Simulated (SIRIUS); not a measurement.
Crystal: Hf.

```
CELL_PARAMETERS angstrom
0.11927 2.34305 1.99282
2.32109 0.12480 1.98729
2.44975 2.46619 -0.00387
ATOMIC_POSITIONS crystal
Hf 0.00000 0.00000 0.00000
```

This isn't the form of Hf at room conditions, which is hcp.

Base run:

- Program: SIRIUS 7.10.0
- Functional: PBEsol
- Potentials or basis: PseudoDojo 0.4.1 PBE standard (scalar relativistic)
- Cutoff: 807 eV
- Density cutoff: 3227 eV
- k mesh: 8 × 8 × 7
- Occupations: fermi-dirac, width 0.05 eV
- Spin: no spin polarisation
- Hubbard terms: Hf d U = 2 eV

Its results: band gap on the k mesh none (metal or under the smearing width); pressure 2.4 GPa.

Question: The run is repeated on the same cell with these changes: hubbard terms from Hf d U = 2 eV to Hf d U = 4 eV. What comes out?

Answer: Band gap on the k mesh none (metal or under the smearing width); pressure 5.8 GPa.

Caveats: the potentials were made for another functional, which shifts forces and pressure; U without spin polarisation on a metal has little footing; the U is typed as a test and isn't derived for this compound.
